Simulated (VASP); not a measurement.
# Li2O (Fm-3m) in VASP: band structure with PBE+D3(BJ)

Aim: the band structure of Li2O with PBE+D3(BJ).

Everything below comes from runs of VASP 6.6.1. Logs are shortened: lines on timing, memory, paths and dates and some standing lists are left out, and cuts for length are marked.

## 1. Starting point

It takes space group Fm-3m (No. 225, cubic). The conventional cell has a = 4.519 Å, b = 4.519 Å, c = 4.519 Å, α = 90.00°, β = 90.00°, γ = 90.00°. O (site symmetry m-3m) is surrounded by 8 Li at 1.96 Å. Li (site symmetry -43m) has 4 O at 1.96 Å as nearest neighbours.

The cell was built by a generator and needn't be a form met in nature.

## 2. Band structure, PBE+D3(BJ)

Input file INCAR:

```
SYSTEM = Li2O
PREC     = Accurate       ! precision mode
ENCUT    = 520            ! plane-wave cutoff, eV
EDIFF    = 1E-6           ! SCF threshold, eV
ISMEAR   = 0              ! smearing method
SIGMA    = 0.02           ! smearing width, eV
LREAL    = .False.        ! projectors in reciprocal space
LASPH    = .True.         ! aspherical terms in the spheres
NELM     = 100            ! most SCF steps
ALGO     = Normal         ! electronic algorithm
ISIF     = 2              ! what is computed and relaxed
LWAVE    = .False.        ! write WAVECAR
LCHARG   = .False.        ! write CHGCAR
GGA      = PE             ! functional
IVDW     = 12             ! dispersion correction
```

Input file KPOINTS:

```
regular mesh
0
Gamma
  10 10 10
  0 0 0
```

Input file POSCAR:

```
Li2O                                    
1.0
    0.0000000000      2.2596076832      2.2596076832
    2.2596076832      0.0000000000      2.2596076832
    2.2596076832      2.2596076832      0.0000000000
  O               Li            
     1     2
Direct
     1.0000000000000000    1.0000000000000000    0.0000000000000000
     0.2500000000000000    0.2500000000000000    0.2500000000000000
     0.7500000000000000    0.7500000000000000    0.7500000000000000
```

Input file KPOINTS_OPT:

```
path GXWKGLUWLK,UX
20
line-mode
reciprocal
 0.0000000000  0.0000000000  0.0000000000  G
 0.5000000000  0.0000000000  0.5000000000  X

 0.5000000000  0.0000000000  0.5000000000  X
 0.5000000000  0.2500000000  0.7500000000  W

 0.5000000000  0.2500000000  0.7500000000  W
 0.3750000000  0.3750000000  0.7500000000  K

 0.3750000000  0.3750000000  0.7500000000  K
 0.0000000000  0.0000000000  0.0000000000  G

 0.0000000000  0.0000000000  0.0000000000  G
 0.5000000000  0.5000000000  0.5000000000  L

 0.5000000000  0.5000000000  0.5000000000  L
 0.6250000000  0.2500000000  0.6250000000  U

 0.6250000000  0.2500000000  0.6250000000  U
 0.5000000000  0.2500000000  0.7500000000  W

 0.5000000000  0.2500000000  0.7500000000  W
 0.5000000000  0.5000000000  0.5000000000  L

 0.5000000000  0.5000000000  0.5000000000  L
 0.3750000000  0.3750000000  0.7500000000  K

 0.6250000000  0.2500000000  0.6250000000  U
 0.5000000000  0.0000000000  0.5000000000  X
```

Potentials or basis: VASP PAW PBE potentials, release 64 (O, Li_sv).

Started as:

```sh
cat potpaw_PBE.64/O/POTCAR potpaw_PBE.64/Li_sv/POTCAR > POTCAR
mpirun -np 1 vasp_std > vasp.out
```

OUTCAR:

```text
SYSTEM = Li2O
   PREC = Accurate
   ENCUT = 520
   EDIFF = 1E-6
   ISMEAR = 0
   LREAL = .False.
   LASPH = .True.
   NELM = 100
   ISIF = 2
   GGA = PE
   IVDW = 12
 IVDW          = 12

 ion  position               nearest neighbor table
   1  0.000  0.000  0.000-   3 1.96   3 1.96   3 1.96   2 1.96   2 1.96   2 1.96   3 1.96   2 1.96

   2  0.250  0.250  0.250-   1 1.96   1 1.96   1 1.96   1 1.96   3 2.26   3 2.26   3 2.26   3 2.26
                             3 2.26   3 2.26
   3  0.750  0.750  0.750-   1 1.96   1 1.96   1 1.96   1 1.96   2 2.26   2 2.26   2 2.26   2 2.26
                             2 2.26   2 2.26

  LATTYP: Found a face centered cubic cell.
 ALAT       =     4.5192153664

  Lattice vectors:

 A1 = (   0.0000000000,   2.2596076832,   2.2596076832)
 A2 = (   2.2596076832,   0.0000000000,   2.2596076832)
 A3 = (   2.2596076832,   2.2596076832,   0.0000000000)

Analysis of symmetry for initial positions (statically):
=====================================================================
 Subroutine PRICEL returns:
 Original cell was already a primitive cell.

 Routine SETGRP: Setting up the symmetry group for a
 face centered cubic supercell.

 Subroutine GETGRP returns: Found 48 space group operations
 (whereof 48 operations were pure point group operations)
 out of a pool of 48 trial point group operations.

The static configuration has the point symmetry O_h .

Analysis of symmetry for dynamics (positions and initial velocities):
=====================================================================
 Subroutine PRICEL returns:
 Original cell was already a primitive cell.

 Routine SETGRP: Setting up the symmetry group for a
 face centered cubic supercell.

 Subroutine GETGRP returns: Found 48 space group operations
 (whereof 48 operations were pure point group operations)
 out of a pool of 48 trial point group operations.

The dynamic configuration has the point symmetry O_h .

 Subroutine INISYM returns: Found 48 space group operations
 (whereof 48 operations are pure point group operations),
 and found     1 'primitive' translations

----------------------------------------------------------------------------------------

                                     Primitive cell

  volume of cell :      23.0743

  direct lattice vectors                    reciprocal lattice vectors
     0.000000000  2.259607683  2.259607683    -0.221277350  0.221277350  0.221277350
     2.259607683  0.000000000  2.259607683     0.221277350 -0.221277350  0.221277350
     2.259607683  2.259607683  0.000000000     0.221277350  0.221277350 -0.221277350

  length of vectors
[... 95 lines left out ...]
   NELECT =      12.0000    total number of electrons
   NUPDOWN=      -1.0000    fix difference up-down
   EMIN   =  10.00;   EMAX   =-10.00  energy-range for DOS
   EFERMI =   0.00;   METHOD = LEGACY
   ISMEAR =     0;   SIGMA  =   0.02  broadening in eV -4-tet -1-fermi 0-gaus
   EFERMI_NEDOS =   21; number of points for ismear=-14 and -15
   IALGO  =     38    algorithm
   IMIX   =      4    mixing-type and parameters
     AMIX     =   0.40;   BMIX     =  1.00
     AMIX_MAG =   1.60;   BMIX_MAG =  1.00
  volume/ion in A,a.u.               =       7.69        51.90
  Fermi-wavevector in a.u.,A,eV,Ry     =   1.316514  2.487851 23.581748  1.733210
  Thomas-Fermi vector in A             =   2.446621
   LORBIT       =      0    0 simple, 1 ext, 2 COOP (PROOUT), +10 PAW based schemes
   GGA     = PE    functional components
   LHFCALC =     F    Hartree Fock is set to
   AEXX    =    0.0000 exact exchange contribution
   IVDW    =    12    specifies the selected vdW correction
   LEPSILON=     F    determine dielectric tensor
   LRPA    =     F    only Hartree local field effects (RPA)
 non-spin polarized calculation
 Gauss-broadening in eV      SIGMA  =   0.02
  energy-cutoff  :      520.00
  volume of cell :       23.07
 maximum number of plane-waves:       636
   NGX = 11   NGY = 11   NGZ = 11

 number of electron      12.0000011 magnetization

 Free energy of the ion-electron system (eV)
  ---------------------------------------------------
  ext. energy  EPLUGINS =         0.00000000
  ---------------------------------------------------
  free energy    TOTEN  =       -14.31118105 eV

  energy without entropy =      -14.31118105  energy(sigma->0) =      -14.31118105

 E-fermi :   1.8515     XC(G=0): -10.0320

 val. band max:        1.7028769924   @ k =   0.0000   0.0000   0.0000
 cond. band min:       6.8008789718   @ k =   0.5000   0.5000   0.0000
 fundamental gap:      5.0980019795
 Fermi energy:         1.8514555397

 k-point     1 :       0.0000    0.0000    0.0000
  band No.  band energies     occupation
      1     -41.1768      2.00000
      2     -40.7702      2.00000
      3     -13.8541      2.00000
      4       1.7029      2.00000
      5       1.7029      2.00000
      6       1.7029      2.00000
      7       7.4805      0.00000
      8      14.0171      0.00000
      9      14.0171      0.00000
     10      14.0172      0.00000
[... 287 lines left out ...]
 k-point    24 :       0.4000    0.3000    0.0000
  band No.  band energies     occupation
      1     -41.0422      2.00000
      2     -40.8666      2.00000
      3     -13.6326      2.00000
      4      -0.0271      2.00000
      5       0.5270      2.00000
      6       0.6018      2.00000
      7       7.8043      0.00000
      8      14.9334      0.00000
      9      15.2893      0.00000
     10      16.5834      0.00000

 [... further k-points ...]

------------------------ aborting loop because EDIFF is reached ----------------------------------------

 Edisp (eV)   -0.84815

 E8    (eV) :    -0.3302

  FORCE on cell =-STRESS in cart. coord.  units (eV):
  Direction    XX          YY          ZZ          XY          YZ          ZX
  --------------------------------------------------------------------------------------
  -------------------------------------------------------------------------------------
  Total       0.06674     0.06674     0.06674     0.00000    -0.00000     0.00000
  in kB       4.63416     4.63416     4.63416     0.00000    -0.00000     0.00000
  external pressure =        4.63 kB  Pullay stress =        0.00 kB

 VOLUME and BASIS-vectors are now :
 -----------------------------------------------------------------------------
  energy-cutoff  :      520.00
  volume of cell :       23.07
      direct lattice vectors                 reciprocal lattice vectors
     0.000000000  2.259607683  2.259607683    -0.221277350  0.221277350  0.221277350
     2.259607683  0.000000000  2.259607683     0.221277350 -0.221277350  0.221277350
     2.259607683  2.259607683  0.000000000     0.221277350  0.221277350 -0.221277350

 POSITION                                       TOTAL-FORCE (eV/Angst)
 -----------------------------------------------------------------------------------
      0.00000      0.00000      0.00000        -0.000000      0.000000      0.000000
      1.12980      1.12980      1.12980        -0.000000     -0.000000     -0.000000
      3.38941      3.38941      3.38941         0.000000      0.000000     -0.000000
 -----------------------------------------------------------------------------------
    total drift:                               -0.000000      0.000000      0.000000

  FREE ENERGIE OF THE ION-ELECTRON SYSTEM (eV)
  ---------------------------------------------------
  free  energy   TOTEN  =       -15.1593347825 eV

  energy  without entropy=      -15.1593347825  energy(sigma->0) =      -15.15933478
```

stdout:

```text
POSCAR found type information on POSCAR O Li
 POSCAR found :  2 types and       3 ions
 scaLAPACK will be used
 LDA part: xc-table for (Slater+PW92), standard interpolation
 POSCAR, INCAR and KPOINTS ok, starting setup
 FFT: planning ... GRIDC
 FFT: planning ... GRID_SOFT
 FFT: planning ... GRID
 WAVECAR not read
 entering main loop
 Start KPOINTS_OPT (optional k-point list driver)
k-point batch [1-47\200]
k-point batch [48-94\200]
k-point batch [95-141\200]
k-point batch [142-188\200]
k-point batch [189-200\200]
```

It took 10 s on 1 thread of Intel Xeon 6975P-C (Granite Rapids), shared host; peak memory 0.15 GiB.

Results:

| Quantity | Value |
| --- | --- |
| Free energy | -15.1593 eV |
| Band gap on the k mesh | 5.10 eV, indirect (least direct gap 5.78 eV) |
| Band gap along the path | 5.10 eV, indirect (least direct gap 5.78 eV) |
| Dispersion energy per atom | -0.283 eV |

Levels at the corners of the path, in eV from the valence-band top:
| point | band 4 | band 5 | band 6 | band 7 | band 8 | band 9 |
| --- | --- | --- | --- | --- | --- | --- |
| Γ | 0.00 | 0.00 | 0.00 | 5.78 | 12.31 | 12.31 |
| X | -1.65 | -1.50 | -1.50 | 5.10 | 14.17 | 14.17 |
| X | -1.65 | -1.50 | -1.50 | 5.10 | 14.17 | 14.17 |
| W | -1.98 | -1.56 | -1.56 | 7.41 | 10.93 | 14.89 |
| W | -1.98 | -1.56 | -1.56 | 7.41 | 10.93 | 14.89 |
| K | -2.16 | -1.57 | -1.18 | 6.77 | 12.24 | 13.87 |
| K | -2.16 | -1.57 | -1.18 | 6.77 | 12.24 | 13.87 |
| Γ | 0.00 | 0.00 | 0.00 | 5.78 | 12.31 | 12.31 |
| Γ | 0.00 | 0.00 | 0.00 | 5.78 | 12.31 | 12.31 |
| L | -2.93 | -0.48 | -0.48 | 9.65 | 10.50 | 12.43 |
| L | -2.93 | -0.48 | -0.48 | 9.65 | 10.50 | 12.43 |
| U | -2.16 | -1.57 | -1.18 | 6.77 | 12.24 | 13.87 |
| U | -2.16 | -1.57 | -1.18 | 6.77 | 12.24 | 13.87 |
| W | -1.98 | -1.56 | -1.56 | 7.41 | 10.93 | 14.89 |
| W | -1.98 | -1.56 | -1.56 | 7.41 | 10.93 | 14.89 |
| L | -2.93 | -0.48 | -0.48 | 9.65 | 10.50 | 12.43 |
| L | -2.93 | -0.48 | -0.48 | 9.65 | 10.50 | 12.43 |
| K | -2.16 | -1.57 | -1.18 | 6.77 | 12.24 | 13.87 |
| U | -2.16 | -1.57 | -1.18 | 6.77 | 12.24 | 13.87 |
| X | -1.65 | -1.50 | -1.50 | 5.10 | 14.17 | 14.17 |

Caveat: the cutoff is under 1.25 times the usual one of these potentials, so pressure, stress and relaxed cells hold a basis-set (Pulay) error.
